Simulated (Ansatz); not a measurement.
# InSb: a line through an energy map

Aim: follow the energy of InSb (P4/mmm, No. 123; 2 atoms in the cell) along one coordinate, volume per atom, with the other held at c/a of the conventional cell = 1.778.

Program: Ansatz 0.2.0. Level of theory: DFT LDA, scalar-relativistic, plane waves, PAW. These are calculated values, not measurements.

1 further run of the same task is left out (set aside as unsound or not needed).

**1. The starting structure**

The structure is tetragonal, space group P4/mmm (No. 123). Conventional cell: a = 3.008 Å, b = 3.008 Å, c = 6.033 Å, α = 90.00°, β = 90.00°, γ = 90.00°. Around In (site symmetry 4/mmm) lie 4 In at 3.01 Å and 2 Sb at 3.02 Å. Sb (site symmetry 4/mmm) is surrounded by 4 Sb at 3.01 Å and 2 In at 3.02 Å.

Coordinates:

```
In Sb
1.0
     3.00828    0.00000    0.00000
     0.00000    3.00828    0.00000
     0.00000    0.00000    6.03251
In Sb
1 1
Cartesian
  0.0000 0.0000 0.0000
  0.0000 0.0000 3.0163
```

It goes back to an entry of the Materials Project, which need not be the stable form.

It is the result of an earlier relaxation at this level (volume 27.30 Å³/atom; gap on the mesh: none (metal)).

**2. The scan**

The energy is mapped over volume and the cell's shape.

- volume per atom: 5 values from 22.93 to 31.66 Å³
- c/a of the conventional cell: 5 values from 1.778 to 2.262

Nothing else is relaxed (symmetry fixes all fractional coordinates). Energies count from the relaxed crystal. Points are written as (first, second).

**3. The run at (22.93 Å³, 1.778)**

The input, input.yaml:

```yaml
crystal:
  lattice:
    - [2.9548481467, 0.0, 0.0]
    - [0.0, 2.9548481467, 0.0]
    - [0.0, 0.0, 5.2522425807]
  atoms:
    - { symbol: In, position: [0.0, 0.0, 0.0] }
    - { symbol: Sb, position: [0.0, 0.0, 0.5] }
basis:
  ecutwfc: 420
kpoints:
  mp_grid: { grid: [16, 16, 8] }
hamiltonian:
  xc: lda
  pseudopotentials: { kind: paw, azcp: { folder: soft_1 } }
scf:
  occupations: { method: gaussian, width: 0.15 }
output:
  forces: true
  stress: true
  eigenvalues: true
```

On the command line:

```bash
ansatz run input.yaml --threads 1 --pin off --max-ram 2048MiB --backend cpu --events-out ev --progress --plain --runs-dir out
```

Standard output, cut to the lines that bear on the results:

```text
Warning: <dir> the record states the generating functional pbe (its physics header spells it `PBE`), which answers neither for hamiltonian.xc's functional nor for the lda family's — results may be inconsistent (PPs are generated against a specific XC)
[...]
Warning: RAYON_NUM_THREADS=1 ignored (pool sized by the plan → 1); use --threads N
[...]
Pseudopotentials: kind: paw
Pseudopotential: In, paw, valence charge 13, recommended cutoff 420 eV (normal), <dir>
Pseudopotential: Sb, paw, valence charge 15, recommended cutoff 420 eV (normal), <dir>
Functional definition: SPW92
[...]
Crystal: 2 atoms, lattice volume = 45.858 Å³
Basis set: ecut = 420 eV, 853 PW (Γ)
Bands: 18, of which v1, the nominal top of the filled ones, is band 14 counted from 1 (13 counted from 0)
Symmetry: 16 space group operations
Space group: P4/mmm (ITA 123), of the structure as read, at distance tolerance 3.6e-5 Å
k-points: 225 of 2048
[...]
SCF iter   1: F=—  HF=-11792.578850 eV  |F-HF|=—  |Δ(HF+E_count)|=         —  Δρ=2.55e-2  dr2=7.82e-1  ethr=3.10e-3  ⟨swp⟩=5.7  Hψ=20599  notcnv=0
[...]
SCF iter   7: F=-11792.368629 eV  HF=-11792.368629 eV  |F-HF|=7.38e-8  |Δ(HF+E_count)|=   7.42e-7  Δρ=9.87e-6  dr2=9.56e-8  ethr=3.57e-10  ⟨swp⟩=8.0  Hψ=22050  notcnv=0
[...]
SCF converged after 7 iterations
Free energy (F): -11792.368629 eV
[...]
E sigma→0 (E₀):  -11792.363184 eV
Entropy (-TS):   -0.010889 eV (-5.445 meV/atom)
Fermi energy:    13.113522 eV
[...]
--- Forces (eV/Å), atoms counted from 1 ---
  atom   1  In    -0.00000000    -0.00000000     0.00000000
  atom   2  Sb     0.00000000     0.00000000     0.00000000
[...]
--- Stress (GPa, compression-positive) ---
        7.156114       0.000000       0.000000
        0.000000       7.156114       0.000000
        0.000000       0.000000      36.875876
  P = ⅓ Tr σ = 17.0627 GPa (170.627 kbar)
--- Band table (eV; the first three rows and the last of 225) ---
  k-point 0: bands = ["-16.3260", "-16.2705", "-16.0875", "-16.0875", "-16.0296", "-2.4085", "-2.2607", "-1.5861", "-1.5861", "-1.3504", "-0.0254", "6.5623", "7.0674", "16.9190", "16.9190", "21.0171", "22.1719", "22.2107"]
[...]
```

It took 9.5 s on 1 thread of Arm Neoverse V1, shared host; peak memory 0.41 GiB.

On the map this point reads 329 meV/atom.

**4. Grid point (25.11 Å³, 1.778)**

input.yaml, as its differences from that of step 3:

```diff
@@ -2,5 +2,5 @@
   lattice:
-    - [2.9548481467, 0.0, 0.0]
-    - [0.0, 2.9548481467, 0.0]
-    - [0.0, 0.0, 5.2522425807]
+    - [3.0458346826, 0.0, 0.0]
+    - [0.0, 3.0458346826, 0.0]
+    - [0.0, 0.0, 5.4139711484]
   atoms:
```

On the command line:

```bash
ansatz run input.yaml --threads 1 --pin off --max-ram 2048MiB --backend cpu --events-out ev --progress --plain --runs-dir out
```

Standard output, cut to the lines that bear on the results:

```text
Warning: <dir> the record states the generating functional pbe (its physics header spells it `PBE`), which answers neither for hamiltonian.xc's functional nor for the lda family's — results may be inconsistent (PPs are generated against a specific XC)
[...]
Warning: RAYON_NUM_THREADS=1 ignored (pool sized by the plan → 1); use --threads N
[...]
[... 4 set-up lines as earlier in the session ...]
[...]
Crystal: 2 atoms, lattice volume = 50.226 Å³
Basis set: ecut = 420 eV, 979 PW (Γ)
Bands: 18, of which v1, the nominal top of the filled ones, is band 14 counted from 1 (13 counted from 0)
[... 1 set-up line as earlier in the session ...]
Space group: P4/mmm (ITA 123), of the structure as read, at distance tolerance 3.7e-5 Å
k-points: 225 of 2048
[...]
SCF iter   1: F=—  HF=-11792.904918 eV  |F-HF|=—  |Δ(HF+E_count)|=         —  Δρ=2.31e-2  dr2=7.99e-1  ethr=3.10e-3  ⟨swp⟩=5.8  Hψ=20666  notcnv=0
[...]
SCF iter   7: F=-11792.691443 eV  HF=-11792.691443 eV  |F-HF|=5.53e-9  |Δ(HF+E_count)|=   4.16e-8  Δρ=6.14e-6  dr2=1.51e-8  ethr=3.57e-10  ⟨swp⟩=7.8  Hψ=21023  notcnv=0
[...]
SCF converged after 7 iterations
Free energy (F): -11792.691443 eV
[...]
E sigma→0 (E₀):  -11792.685319 eV
Entropy (-TS):   -0.012248 eV (-6.124 meV/atom)
Fermi energy:    11.557735 eV
[...]
--- Forces (eV/Å), atoms counted from 1 ---
  atom   1  In    -0.00000000     0.00000000     0.00000000
  atom   2  Sb     0.00000000     0.00000000     0.00000000
[...]
--- Stress (GPa, compression-positive) ---
        0.173052       0.000000       0.000000
        0.000000       0.173052       0.000000
        0.000000       0.000000      21.845397
  P = ⅓ Tr σ = 7.3972 GPa (73.972 kbar)
--- Band table (eV; the first three rows and the last of 225) ---
  k-point 0: bands = ["-17.6993", "-17.6499", "-17.5183", "-17.5183", "-17.4810", "-3.6123", "-3.5483", "-2.9970", "-2.9970", "-2.8212", "-0.9229", "5.2193", "6.0682", "15.0957", "15.0957", "19.2211", "20.0842", "20.1139"]
[...]
```

Run time: 11 s. Hardware: 1 thread of Arm Neoverse V1, shared host; peak memory 0.42 GiB.

That is 168 meV/atom from the zero.

**5. The run at (27.30 Å³, 1.778)**

input.yaml, as its differences from that of step 4:

```diff
@@ -2,5 +2,5 @@
   lattice:
-    - [3.0458346826, 0.0, 0.0]
-    - [0.0, 3.0458346826, 0.0]
-    - [0.0, 0.0, 5.4139711484]
+    - [3.1316652787, 0.0, 0.0]
+    - [0.0, 3.1316652787, 0.0]
+    - [0.0, 0.0, 5.5665350328]
   atoms:
```

On the command line:

```bash
ansatz run input.yaml --threads 1 --pin off --max-ram 2048MiB --backend cpu --events-out ev --progress --plain --runs-dir out
```

Standard output, cut to the lines that bear on the results:

```text
Warning: <dir> the record states the generating functional pbe (its physics header spells it `PBE`), which answers neither for hamiltonian.xc's functional nor for the lda family's — results may be inconsistent (PPs are generated against a specific XC)
[...]
Warning: RAYON_NUM_THREADS=1 ignored (pool sized by the plan → 1); use --threads N
[...]
[... 4 set-up lines as earlier in the session ...]
[...]
Crystal: 2 atoms, lattice volume = 54.593 Å³
Basis set: ecut = 420 eV, 1059 PW (Γ)
Bands: 18, of which v1, the nominal top of the filled ones, is band 14 counted from 1 (13 counted from 0)
[... 1 set-up line as earlier in the session ...]
Space group: P4/mmm (ITA 123), of the structure as read, at distance tolerance 3.8e-5 Å
k-points: 225 of 2048
[...]
SCF iter   1: F=—  HF=-11793.020438 eV  |F-HF|=—  |Δ(HF+E_count)|=         —  Δρ=2.13e-2  dr2=8.06e-1  ethr=3.10e-3  ⟨swp⟩=5.7  Hψ=20477  notcnv=0
[...]
SCF iter   7: F=-11792.805905 eV  HF=-11792.805905 eV  |F-HF|=5.70e-8  |Δ(HF+E_count)|=   2.03e-7  Δρ=1.06e-5  dr2=8.19e-8  ethr=3.57e-10  ⟨swp⟩=6.5  Hψ=23640  notcnv=0
[...]
SCF converged after 7 iterations
Free energy (F): -11792.805905 eV
[...]
E sigma→0 (E₀):  -11792.798392 eV
Entropy (-TS):   -0.015025 eV (-7.513 meV/atom)
Fermi energy:    10.245710 eV
[...]
--- Forces (eV/Å), atoms counted from 1 ---
  atom   1  In    -0.00000000    -0.00000000     0.00000000
  atom   2  Sb    -0.00000000    -0.00000000     0.00000000
[...]
--- Stress (GPa, compression-positive) ---
       -3.930804       0.000000       0.000000
        0.000000      -3.930804       0.000000
        0.000000       0.000000      12.340552
  P = ⅓ Tr σ = 1.4930 GPa (14.930 kbar)
--- Band table (eV; the first three rows and the last of 225) ---
  k-point 0: bands = ["-18.8723", "-18.8256", "-18.7303", "-18.7303", "-18.7090", "-4.6677", "-4.6587", "-4.1977", "-4.1977", "-4.0705", "-1.6663", "4.0977", "5.2381", "13.5444", "13.5444", "17.7181", "18.3147", "18.3254"]
[...]
```

Run time: 13 s. Hardware: 1 thread of Arm Neoverse V1, shared host; peak memory 0.43 GiB.

Energy on the map's scale: 110 meV/atom.

**6. Point (29.48 Å³, 1.778)**

input.yaml, as its differences from that of step 5:

```diff
@@ -2,5 +2,5 @@
   lattice:
-    - [3.1316652787, 0.0, 0.0]
-    - [0.0, 3.1316652787, 0.0]
-    - [0.0, 0.0, 5.5665350328]
+    - [3.2130386899, 0.0, 0.0]
+    - [0.0, 3.2130386899, 0.0]
+    - [0.0, 0.0, 5.7111762713]
   atoms:
```

On the command line:

```bash
ansatz run input.yaml --threads 1 --pin off --max-ram 2048MiB --backend cpu --events-out ev --progress --plain --runs-dir out
```

Standard output, cut to the lines that bear on the results:

```text
Warning: <dir> the record states the generating functional pbe (its physics header spells it `PBE`), which answers neither for hamiltonian.xc's functional nor for the lda family's — results may be inconsistent (PPs are generated against a specific XC)
[...]
Warning: RAYON_NUM_THREADS=1 ignored (pool sized by the plan → 1); use --threads N
[...]
[... 4 set-up lines as earlier in the session ...]
[...]
Crystal: 2 atoms, lattice volume = 58.960 Å³
Basis set: ecut = 420 eV, 1155 PW (Γ)
Bands: 18, of which v1, the nominal top of the filled ones, is band 14 counted from 1 (13 counted from 0)
[... 1 set-up line as earlier in the session ...]
Space group: P4/mmm (ITA 123), of the structure as read, at distance tolerance 3.9e-5 Å
k-points: 225 of 2048
[...]
SCF iter   1: F=—  HF=-11793.004118 eV  |F-HF|=—  |Δ(HF+E_count)|=         —  Δρ=1.98e-2  dr2=8.01e-1  ethr=3.10e-3  ⟨swp⟩=5.7  Hψ=20264  notcnv=0
[...]
SCF iter   8: F=-11792.792798 eV  HF=-11792.792798 eV  |F-HF|=1.60e-9  |Δ(HF+E_count)|=   6.33e-8  Δρ=3.68e-6  dr2=7.96e-9  ethr=3.57e-10  ⟨swp⟩=7.5  Hψ=18790  notcnv=0
[...]
SCF converged after 8 iterations
Free energy (F): -11792.792798 eV
[...]
E sigma→0 (E₀):  -11792.784707 eV
Entropy (-TS):   -0.016181 eV (-8.091 meV/atom)
Fermi energy:    9.132240 eV
[...]
--- Forces (eV/Å), atoms counted from 1 ---
  atom   1  In    -0.00000000     0.00000000     0.00000000
  atom   2  Sb     0.00000000    -0.00000000     0.00000000
[...]
--- Stress (GPa, compression-positive) ---
       -6.261799       0.000000       0.000000
        0.000000      -6.261799       0.000000
        0.000000       0.000000       5.969899
  P = ⅓ Tr σ = -2.1846 GPa (-21.846 kbar)
--- Band table (eV; the first three rows and the last of 225) ---
  k-point 0: bands = ["-19.8829", "-19.8376", "-19.7683", "-19.7683", "-19.7591", "-5.6311", "-5.6022", "-5.2378", "-5.2378", "-5.1499", "-2.2958", "3.1442", "4.5374", "12.2108", "12.2108", "16.4429", "16.7529", "16.8233"]
[...]
```

It took 12 s on 1 thread of Arm Neoverse V1, shared host; peak memory 0.44 GiB.

Energy on the map's scale: 117 meV/atom.

**7. The run at (31.66 Å³, 1.778)**

input.yaml, as its differences from that of step 6:

```diff
@@ -2,5 +2,5 @@
   lattice:
-    - [3.2130386899, 0.0, 0.0]
-    - [0.0, 3.2130386899, 0.0]
-    - [0.0, 0.0, 5.7111762713]
+    - [3.2905012065, 0.0, 0.0]
+    - [0.0, 3.2905012065, 0.0]
+    - [0.0, 0.0, 5.8488658946]
   atoms:
```

On the command line:

```bash
ansatz run input.yaml --threads 1 --pin off --max-ram 2048MiB --backend cpu --events-out ev --progress --plain --runs-dir out
```

Standard output, cut to the lines that bear on the results:

```text
Warning: <dir> the record states the generating functional pbe (its physics header spells it `PBE`), which answers neither for hamiltonian.xc's functional nor for the lda family's — results may be inconsistent (PPs are generated against a specific XC)
[...]
Warning: RAYON_NUM_THREADS=1 ignored (pool sized by the plan → 1); use --threads N
[...]
[... 4 set-up lines as earlier in the session ...]
[...]
Crystal: 2 atoms, lattice volume = 63.328 Å³
Basis set: ecut = 420 eV, 1243 PW (Γ)
Bands: 18, of which v1, the nominal top of the filled ones, is band 14 counted from 1 (13 counted from 0)
[... 1 set-up line as earlier in the session ...]
Space group: P4/mmm (ITA 123), of the structure as read, at distance tolerance 4.0e-5 Å
k-points: 225 of 2048
[...]
SCF iter   1: F=—  HF=-11792.904185 eV  |F-HF|=—  |Δ(HF+E_count)|=         —  Δρ=1.85e-2  dr2=7.88e-1  ethr=3.10e-3  ⟨swp⟩=5.7  Hψ=20286  notcnv=0
[...]
SCF iter   8: F=-11792.699025 eV  HF=-11792.699025 eV  |F-HF|=1.43e-9  |Δ(HF+E_count)|=   5.52e-9  Δρ=2.12e-6  dr2=2.40e-9  ethr=2.00e-10  ⟨swp⟩=3.0  Hψ=15216  notcnv=0
[...]
SCF converged after 8 iterations
Free energy (F): -11792.699025 eV
[...]
E sigma→0 (E₀):  -11792.690646 eV
Entropy (-TS):   -0.016758 eV (-8.379 meV/atom)
Fermi energy:    8.179534 eV
[...]
--- Forces (eV/Å), atoms counted from 1 ---
  atom   1  In    -0.00000000    -0.00000000     0.00000000
  atom   2  Sb    -0.00000000    -0.00000000     0.00000000
[...]
--- Stress (GPa, compression-positive) ---
       -7.531046       0.000000       0.000000
        0.000000      -7.531046       0.000000
        0.000000       0.000000       1.492859
  P = ⅓ Tr σ = -4.5231 GPa (-45.231 kbar)
--- Band table (eV; the first three rows and the last of 225) ---
  k-point 0: bands = ["-20.7636", "-20.7198", "-20.6693", "-20.6693", "-20.6687", "-6.4932", "-6.4381", "-6.1524", "-6.1524", "-6.0956", "-2.8397", "2.3221", "3.9368", "11.0517", "11.0517", "15.3469", "15.3834", "15.5240"]
[...]
```

It took 16 s on 1 thread of Arm Neoverse V1, shared host; peak memory 0.45 GiB.

On the map this point reads 164 meV/atom.

**8. The line in numbers**

```
volume per atom (Å³)  step  energy (meV/atom)  slope (meV/atom per Å³)  pressure (GPa)
               22.93     3                329                     −106            17.1
               25.11     4                168                      −46             7.4
               27.30     5                110                       −9             1.5
               29.48     6                117                       14            −2.2
               31.66     7                164                       28            −4.5
```

Energies count from the relaxed crystal. Slopes come from the forces (and the stress, where the cell changes), not from differences of energies.

In words: Along the line the energy is lowest at 27.30 Å³, 110 meV/atom from the zero. Energies and slopes round the minimum, fitted together, put the minimum at 28.072 Å³, with a curvature of about 11 meV/atom per (Å³)². V·d²E/dV² there is about 50 GPa, a bulk modulus under this line's constraint. The highest point computed, at 22.93 Å³, lies 219 meV/atom above the lowest. This is one cut through a surface in two coordinates; the map's lowest point lies off it. The runs treat Sb without spin-orbit coupling.
